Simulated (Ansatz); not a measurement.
A run of Ansatz 0.2.0 is set up as follows.

input.yaml

```yaml
crystal:
  lattice:
    - [0.0, 2.731, 2.731]
    - [2.731, 0.0, 2.731]
    - [2.731, 2.731, 0.0]
  atoms:
    - { symbol: Ca, position: [0.0, 0.0, 0.0] }
    - { symbol: F, position: [0.75, 0.75, 0.75] }
    - { symbol: F, position: [0.25, 0.25, 0.25] }
hamiltonian:
  xc: pbe
  pseudopotentials: { kind: paw }
kpoints:
  mp_grid: { grid: [8, 8, 8] }
scf:
  occupations: { method: gaussian, width: 0.012 }
output:
  forces: true
  stress: true
  eigenvalues: true
```

Potentials or basis: Ansatz PAW.

Run with:

```console
$ ansatz run input.yaml --threads 2 --pin off --max-ram 5632MiB --backend cpu --events-out ev --progress --plain --runs-dir out
```

(1) Estimate the pressure.

(2) What does it give for the band gap on the k mesh?

Answers

(1) 2.2 GPa.

(2) 7.30 eV, indirect (least direct gap 7.56 eV).

Caveat: the pressure holds a Pulay correction of +0.6 GPa for the finite cutoff.
